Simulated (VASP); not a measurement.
Crystal: C.

```
C
1.0
     2.52210    0.00000    0.00000
    -1.26105    2.18420    0.00000
     0.00000    0.00000   12.35570
C
12
Direct
  0.66667 0.33333 0.35417
  0.33333 0.66667 0.85417
  0.66667 0.33333 0.14583
  0.33333 0.66667 0.64583
  0.66667 0.33333 0.47917
  0.33333 0.66667 0.97917
  0.66667 0.33333 0.02083
  0.33333 0.66667 0.52083
  0.00000 0.00000 0.81250
  0.00000 0.00000 0.31250
  0.00000 0.00000 0.68750
  0.00000 0.00000 0.18750
```

This is a hexagonal form of diamond, not graphite.

Base run:

* Program: VASP 6.6.1
* Functional: r2SCAN
* Potentials or basis: VASP PAW PBE potentials, release 64 (C)
* Cutoff: 520 eV
* k mesh: 12 × 12 × 3
* Occupations: fermi-dirac, width 0.05 eV
* Spin: no spin polarisation

Its results: band gap on the k mesh 4.57 eV, indirect (least direct gap 5.53 eV); pressure -1.0 GPa; largest force 0.344 eV/Å.

Problem. The run is repeated on the same cell with these changes: functional from r2SCAN to TPSS; further incar settings from ALGO = Normal; EDIFF = 1e-07; NBANDS = 36 to ALGO = Normal; EDIFF = 1e-06; NBANDS = 36. What comes out?

Solution. Band gap on the k mesh 4.41 eV, indirect (least direct gap 5.52 eV); pressure 2.1 GPa; largest force 0.336 eV/Å.

Caveats: the PAW data sets were made with another functional, which shifts forces and pressure a little.

Not every run made on this cell is shown here.
